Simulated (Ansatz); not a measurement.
Input of an Ansatz 0.2.0 run:

input.yaml

```yaml
crystal:
  lattice:
    - [1.816178, -2.117624, 0.0]
    - [1.816178, 2.117624, 0.0]
    - [0.0, 0.0, 3.803934]
  atoms:
    - { symbol: Ti, position: [0.5, 0.5, 0.0] }
    - { symbol: Si, position: [0.0, 0.0, 0.5] }
kpoints:
  mp_grid: { grid: [10, 10, 7] }
scf:
  occupations: { method: fermi_dirac, width: 0.05 }
hamiltonian:
  xc: pbesol
  pseudopotentials: { kind: all_electron, lapw: { basis_error: 0.001 } }
output:
  forces: true
  stress: true
relax:
  f_tol: 0.02
  max_steps: 60
  cell: { p_target: 20 }
```

Potentials or basis: all-electron LAPW, scalar-relativistic.

The run is started by

```sh
$ ansatz run input.yaml --threads 1 --pin off --max-ram 3072MiB --backend cpu --events-out ev --progress --plain --runs-dir out
```

(1) Predict the relaxed volume.

(2) What does it give for the space group after relaxing (to 0.05 Å)?

Answers

(1) 12.63 Å³/atom.

(2) Cmmm (No. 65).
